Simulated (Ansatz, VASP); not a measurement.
# Al16CN15 (C_N): VASP beside Ansatz, part 2 of 2

Wanted: the spread between two codes on one cell, functional and k mesh. The cell is taken from a series of runs on this material, whose earlier steps may have relaxed, scaled, displaced or heated it; both programs get it as it stands.

VASP 6.6.1 and Ansatz 0.2.0.

So far. Step 2 (VASP: single point, HSE06): The run ends at a pressure of 6.27 GPa, with forces up to 0.76 eV/Å.

## 3. Ansatz: single point, HSE06

Level of this step: Ansatz beside VASP: Kohn-Sham DFT, plane waves, HSE06 (Ansatz).

Ansatz runs on its PAW soft_1 files.

The same cell, functional and mesh now go to Ansatz.

File input.yaml:

```yaml
crystal:
  checkpoint: "../qm1.relax.run"
  host: checkpoint
total_charge: -1
basis:
  ecutwfc: 420
  xc_grid: 2
hamiltonian:
  xc: hse06
  pseudopotentials: { kind: paw, azcp: { folder: soft_1 } }
kpoints:
  mp_grid: { grid: [1, 1, 1] }
scf:
  occupations: { method: fixed }
  max_iter: 100
output:
  forces: true
  charged_corrections:
    epsilon: [4.49, 4.49, 4.72]
    static_epsilon: [8.15, 8.15, 9.65]
    defect_position: [0.833333, 0.666667, 0.440482]
  eigenvalues: true
  eigenstates: { localisation: true }
  populations: true
checkpoint:
  read: "../qm1.relax.run"
  write: "../qm1.hyb.run"
  compress: false
  write_wavefunctions: false
  write_every: 100000
```

Run with:

```sh
> ansatz run input.yaml --threads 8 --pin off --max-ram 18841MiB --backend cpu --events-out ev --progress --plain --runs-dir out
```

Numbers of over 12 decimals in the logs are rounded to 6 here.

Output:

```text
Warning: checkpoint.read: hamiltonian.xc differs: saved pbesol, current hse06; the SCF iterates under this deck's functional from the saved state
crystal.checkpoint: the structure is that of <dir>, a `relax` run, at its step 6: its result, under pbesol at a charge of -1 e; 32 atoms read, 0 with a starting moment; this deck's functional is hse06; crystal.structure_sha256 for this input is
exact exchange: scf.exx.singularity resolves to wigner_seitz, which cuts the screened interaction at the faces of the exchange supercell's Wigner-Seitz cell, so that each pair interacts once, at the shortest of its separations (the periodic images that this leaves out come, for a point-like exchange hole, to about 0.241 eV on a filled level). The cut falls within the interaction's reach, and what an exchange supercel [...]
Engine: ansatz 0.2.0, aarch64-unknown-linux-gnu
Pseudopotentials: kind: paw
Pseudopotential: Al, paw, valence charge 3, recommended cutoff 420 eV (normal), soft_1/Al.paw.azcp
Pseudopotential: N, paw, valence charge 5, recommended cutoff 420 eV (normal), soft_1/N.paw.azcp
Pseudopotential: C, paw, valence charge 4, recommended cutoff 420 eV (normal), soft_1/C.paw.azcp
Functional definition: HSE06
  parameter a = 0.25
  parameter omega = 0.11/bohr
  exchange = pbe_x - a*pbe_x_sr(omega) + a*exact_x_sr(omega)
  correlation = pbe_c
davidson cushion auto → on  (no smearing: the cushion is to keep the highest requested band from converging to the state above it; pin scf.eigensolver.cushion to override)
Crystal: 32 atoms, lattice volume = 334.733 Å³
Basis set: ecut = 420 eV, 6561 PW (Γ), exchange–correlation on 90×90×144 points (8 copies of the dense FFT grid, shifted against one another)
Bands: 96, of which v1, the nominal top of the filled ones, is band 64 counted from 1 (63 counted from 0)
Symmetry: 1 space group operations
Space group: P1 (ITA 1), of the structure as read, at distance tolerance 6.9e-5 Å
k-points: 1
Non-local potential: Al, projectors of the file, l = 0: 2, l = 1: 2, l = 2: 1
Non-local potential: N, projectors of the file, l = 0: 2, l = 1: 2, l = 2: 1
Non-local potential: C, projectors of the file, l = 0: 2, l = 1: 2, l = 2: 1
PAW form: soft (Blöchl's): semilocal exchange-correlation on the pseudo side does not see the compensation charge
PAW frozen core: Al, regenerated for the run's functional, and the local potential with it (the file was generated under x = pbe(κ = 0.804, μ = 0.219515), c = pbe(β = 0.066725))
PAW frozen core: N, regenerated for the run's functional, and the local potential with it (the file was generated under x = pbe(κ = 0.804, μ = 0.219515), c = pbe(β = 0.066725))
PAW frozen core: C, regenerated for the run's functional, and the local potential with it (the file was generated under x = pbe(κ = 0.804, μ = 0.219515), c = pbe(β = 0.066725))
PAW one-centre angular grid: Al, 110 points (default); XC on 64 Gauss nodes
PAW one-centre angular grid: N, 110 points (default); XC on 64 Gauss nodes
PAW one-centre angular grid: C, 110 points (default); XC on 64 Gauss nodes
Initial density: read from a saved state, or passed on in memory by an earlier SCF of this step, an earlier step, the calling program or the single point that the run made first
Initial wavefunctions: pseudopotential atomic-orbital guess
Functional: x = pbe(κ = 0.804, μ = 0.219515), c = pbe(β = 0.066725), warm-up for x = pbe(κ = 0.804, μ = 0.219515) + 0.25 (exact − pbe) at short range (hse, ω = 0.207870 Å⁻¹), c = pbe(β = 0.066725); HSE06 as pw.x's `hse` composes it (authors' and Libxc's form: `xc: wpbeh`)
iter 1 solved again at ethr=2.30e-3 eV; its pass at ethr=1.00e-1 eV (dr2=2.95e0 eV) is discarded
SCF iter   1: F=—  HF=-14632.799548 eV  |F-HF|=—  |Δ(HF+E_count)|=         —  Δρ=3.03e-2  dr2=2.91e0  ethr=2.30e-3  ⟨swp⟩=9.0  Hψ=601  notcnv=0
preconditioner: auto → none  [insulator: Δε(μ)=3.150 eV  Ē_g=12.785 eV  n_scr=66 (ndim 8)  ℏωp=23.0 eV  f_vac=0.000]
[...]
Initial density: handed on by an earlier stage of this run
Initial wavefunctions: those handed on with the density
Functional: x = pbe(κ = 0.804, μ = 0.219515) + 0.25 (exact − pbe) at short range (hse, ω = 0.207870 Å⁻¹), c = pbe(β = 0.066725); HSE06 as pw.x's `hse` composes it (authors' and Libxc's form: `xc: wpbeh`)
Exchange kernel: α = 0.2500, screened, ω = 0.2079 Å⁻¹, Wigner–Seitz truncation, v(0) = 656.0986 eV·Å³, q-mesh 1×1×1, nearest image of the exchange supercell L = 6.23 Å, pair-density grid 30×30×48, without the augmentation charges, whose exchange is taken in its separable form (sized by the pseudopotential files, 40×40×72 at the most)
Frozen-core exchange: fock
SCF iter   1: F=—  HF=-14639.931353 eV  |F-HF|=—  |Δ(HF+E_count)|=         —  Δρ=5.91e-3  dr2=5.92e-2  ethr=1.62e-6  ⟨swp⟩=9.0  Hψ=550  notcnv=0
preconditioner: auto → none  [insulator: Δε(μ)=4.467 eV  Ē_g=14.581 eV  n_scr=66 (ndim 8)  ℏωp=23.0 eV  f_vac=0.000]
SCF iter   2: F=—  HF=-14639.910057 eV  |F-HF|=—  |Δ(HF+E_count)|=   2.13e-2  Δρ=2.46e-3  dr2=1.33e-2  ethr=1.62e-6  ⟨swp⟩=5.0  Hψ=343  notcnv=0
SCF iter   3: F=—  HF=-14639.947860 eV  |F-HF|=—  |Δ(HF+E_count)|=   3.78e-2  Δρ=1.15e-3  dr2=8.95e-3  ethr=1.62e-6  ⟨swp⟩=6.0  Hψ=356  notcnv=0
[...]
Exchange kernel: α = 0.2500, screened, ω = 0.2079 Å⁻¹, Wigner–Seitz truncation, v(0) = 656.0986 eV·Å³, q-mesh 1×1×1, nearest image of the exchange supercell L = 6.23 Å, pair-density grid 30×30×48, without the augmentation charges, whose exchange is taken in its separable form (sized by the pseudopotential files, 40×40×72 at the most)
Frozen-core exchange: fock
SCF iter   1: F=—  HF=-14639.945411 eV  |F-HF|=—  |Δ(HF+E_count)|=         —  Δρ=1.57e-5  dr2=1.11e-6  ethr=7.27e-8  ⟨swp⟩=5.0  Hψ=258  notcnv=0
preconditioner: auto → none  [insulator: Δε(μ)=4.463 eV  Ē_g=14.591 eV  n_scr=66 (ndim 8)  ℏωp=23.0 eV  f_vac=0.000]
SCF iter   2: F=—  HF=-14639.945410 eV  |F-HF|=—  |Δ(HF+E_count)|=   1.19e-7  Δρ=5.83e-6  dr2=4.56e-8  ethr=7.06e-10  ⟨swp⟩=5.0  Hψ=275  notcnv=0
SCF iter   3: F=-14639.945411 eV  HF=-14639.945411 eV  |F-HF|=1.88e-8  |Δ(HF+E_count)|=   1.77e-7  Δρ=2.23e-6  dr2=2.42e-8  ethr=2.07e-11  ⟨swp⟩=8.0  Hψ=355  notcnv=0
SCF 3 converged in 3 iterations: F = -14639.945411 eV  dr2 = 2.42e-8
  Residual-converged pass: ⟨swp⟩=2.0  Hψ=180  notcnv=0  max |occ|·‖R‖ = 1.7e-6 eV (tolerance 1.8e-6 eV)  dr2=2.43e-8  dr2_onsite=5.47e-10  max |Δocc| = 0.0e0
hybrid outer 2: dexx = +1.691e-7 eV, tail = 5.07e-8 eV, Δε = 1.02e-3 eV (about 5.84e-5 eV left of the loop's levels), ΔF = 2.50e-3 eV/Å (tail 8.49e-4)
hybrid SCF converged: 2 outer / 11 inner (+5 warm-up), last move |dexx| = 1.69e-7 eV, tail = 5.07e-8 eV
Stability not checked: this state was not tested for a lower state beside it, because the functional holds exact exchange (a hybrid, or Hartree-Fock), whose exchange loop this test does not read (fock_operator; see scf.lower_state_search)
Free energy (F): -14639.945411 eV
Frozen-core exchange: fock
Harris-Foulkes:  -14639.945411 eV  (|F-HF|=1.88e-8)
Internal energy: -14639.945411 eV  (E = F + TS)
E sigma→0 (E₀):  -14639.945411 eV
Fermi energy:    7.577583 eV
--- Per-component energies (eV) ---
  E_band       = 106.752740
  E_kinetic    = 2521.506846
  E_local      = -3292.773379  (includes V_loc(G=0)·N_el)
  E_nonlocal   = 679.776409
  E_hartree    = 1235.825394
  E_xc         = -1286.956706
  E_vxc        = -1378.079502  (∫ρ·V_xc dr)
  E_exx        = -286.198718  (= α·E_x^exact, valence–valence)
  E_paw        = -9560.289390  (= ΣΔE_a)
  E_vpaw       = -322.946812  (= ΣTr[D̂ρ^β])
  E_aug_tail   = 0.013373  (compensation charges beyond the density's cutoff)
  E_ewald      = -4649.782251
  E_core_change = -1.066987  (= ΣΔE_core)
  E_smearing   = -0.000000  (= −TS)
  E_closure    = -0.000001  (closes the sum)
  E_deformation_potential = -17.182459  (in the stress; not in F)
  Σ components = -14639.945411   (vs F -14639.945411, Δ=0.00e0)
--- Forces (eV/Å), atoms counted from 1 ---
  atom   1  Al     0.12370162    -0.06580452    -0.56941392
  atom   2  Al    -0.18317752     0.10092407    -0.40913285
  atom   3  N      0.35570123    -0.20946764     0.45642212
  atom   4  N     -0.18486119     0.10351243     0.61019728
  atom   5  Al     0.22591767    -0.13057932    -0.43920986
  atom   6  Al    -0.11617232     0.05515627    -0.51035264
  atom   7  N      0.14144975    -0.06899051     0.46441588
  atom   8  N     -0.19148818     0.11243092     0.32452420
  atom   9  Al     0.10232160    -0.05691494    -0.52730813
  atom  10  Al    -0.15306374     0.06136991    -0.50239091
  atom  11  N      0.20072204     0.00311380     0.45419263
  atom  12  N     -0.11894562     0.16455613     0.47683272
  atom  13  Al     0.13714867     0.04718832    -0.44833057
  atom  14  Al    -0.08417456     0.09592382    -0.44651284
  atom  15  N      0.20191042    -0.16178829     0.46021614
  atom  16  N     -0.20242284     0.13623286     0.45699652
  atom  17  Al     0.10397036    -0.05727948    -0.52798513
  atom  18  Al    -0.13290143     0.08618905    -0.49689716
  atom  19  N      0.10148163    -0.17217996     0.45459732
  atom  20  N     -0.20209813     0.01528542     0.47668175
  atom  21  Al     0.02931234    -0.13382587    -0.44586231
  atom  22  Al    -0.13196921     0.00329024    -0.45522793
  atom  23  N      0.25130073    -0.08203985     0.45912957
  atom  24  N     -0.21865999     0.10832460     0.45419014
  atom  25  Al     0.11770696    -0.05856346    -0.44307730
  atom  26  Al    -0.08379833     0.04931505    -0.47527664
  atom  27  C      0.21825113    -0.12178651     0.73524376
  atom  28  N     -0.26320543     0.16068151     0.43700337
  atom  29  Al     0.13687865    -0.07947886    -0.47760677
  atom  30  Al    -0.15437224     0.08148139    -0.45141057
  atom  31  N      0.21027869    -0.10981066     0.40311640
  atom  32  N     -0.23678862     0.12356420     0.50230132
  max |Σ_I F_I| component: 6.56e-5 eV/Å
--- Charged-cell corrections in eV (Makov–Payne, q = -1.000 e, ε = [4.490, 4.490, 4.720] of the electrons, [8.150, 8.150, 9.650] with the ions) ---
  F (periodic)     = -14639.945411  (uncorrected; the corrections below are reported, never added to it)
  E_corr1          = +0.584066  (monopole, q²α_M/2ε̄L, of the cell on which ε is isotropic)
  F Makov-Payne    = n/a  (the rows are of the electrons' constant alone; ansatz place-levels tells what screens the charge)
  no potential alignment in this run, which stands beside a crystal: run the host's input off ansatz write-host-input, and read the two finished runs by ansatz place-levels (neither reads a slab, a wire or a sheet, whose cell leaves a vacuum)
--- Band table (eV) ---
  k-point 0: bands = [... 60 lower, 5.9173, 7.0700, 7.5491, 7.5776, 12.0402, 12.8025, 12.8620, 12.8755, ... 28 higher]
--- Löwdin populations: 32 sites ---
  site symbol       q [e]
     0     Al      1.8233
     1     Al      1.8120
     2      N      6.1271
     3      N      6.1232
     4     Al      1.8260
     5     Al      1.8286
     6      N      6.1314
     7      N      6.1263
     8     Al      1.8231
     9     Al      1.8723
    10      N      6.1264
    11      N      6.1241
    12     Al      1.8259
    13     Al      1.8264
    14      N      6.1315
    15      N      6.1296
    16     Al      1.8231
    17     Al      1.8723
    18      N      6.1264
    19      N      6.1242
    20     Al      1.8259
    21     Al      1.8265
    22      N      6.1314
    23      N      6.1296
    24     Al      1.8937
    25     Al      1.8722
    26      C      5.4086
    27      N      6.1240
    28     Al      1.8189
    29     Al      1.8268
    30      N      6.1254
    31      N      6.1294
  spilling = 0.010035 (of n_electrons = 128.000000)
```

## 4. Differences

Known differences besides the potentials themselves: exact exchange at q = 0 is treated differently, which shows on coarse meshes; VASP keeps PBE cores, Ansatz makes them for the functional; fixed occupations in Ansatz, narrow Gaussian smearing in VASP; the cutoff is 420 eV in Ansatz and 520 eV in VASP (PREC = Accurate, projectors in real space); VASP takes a coarser grid for exact exchange (PRECFOCK = Fast). Total energies have different zeros and are not compared.

Both answers:

| quantity | Ansatz | VASP | difference |
| --- | --- | --- | --- |
| gap on the k mesh (eV) | 4.463 | 4.508 | -0.046 |

Forces on 9 of the 32 atoms, those with the largest forces and the largest differences (eV/Å; atoms numbered as in POSCAR):

| atom | Ansatz x, y, z | VASP x, y, z |
| --- | --- | --- |
| Al1 | 0.124, -0.066, -0.569 | 0.124, -0.066, -0.561 |
| Al5 | 0.102, -0.057, -0.527 | 0.103, -0.057, -0.519 |
| Al9 | 0.104, -0.057, -0.528 | 0.103, -0.058, -0.520 |
| Al13 | 0.118, -0.059, -0.443 | 0.117, -0.059, -0.427 |
| Al15 | 0.137, -0.079, -0.478 | 0.137, -0.079, -0.461 |
| N17 | 0.356, -0.209, 0.456 | 0.358, -0.211, 0.452 |
| N18 | -0.185, 0.104, 0.610 | -0.185, 0.103, 0.603 |
| N31 | -0.237, 0.124, 0.502 | -0.233, 0.121, 0.495 |
| C32 | 0.218, -0.122, 0.735 | 0.221, -0.125, 0.721 |

The forces differ by 5.3 meV/Å r.m.s., which is 1.8 % of the r.m.s. force of 0.298 eV/Å (both taken over all components). A gap on the mesh is an upper bound, since the band edges may lie between its points. The cell carries a charge of -1 e against a uniform background, so its pressure also hangs on how the neutralising background is counted, and in a defect's cell a gap may be the spacing between its levels.

## 5. What came out

```
r.m.s. force difference (single point, HSE06)         : 1.8 % of the r.m.s. force
difference in gap on the k mesh (single point, HSE06) : -0.046 eV
```

**Reading.** The r.m.s. force difference is 1.8 % of the r.m.s. force (single point, HSE06), within the 3 % picked in this series as the mark of a large difference. How closely two codes agree says nothing of how well the functional describes the real material.

[Lines on the potential files, build, host, timing and source positions are cut from VASP's logs without a mark.]

[Logs are printed without paths, hosts, clocks, repeated set-up lines and the standing remarks that a program may print on its own settings, such as how far it seeks lower states.]

[Hosts, paths, dates, database ids (printed as entryN), source tags and the programs' standing remarks are cut or masked in the printed files.]
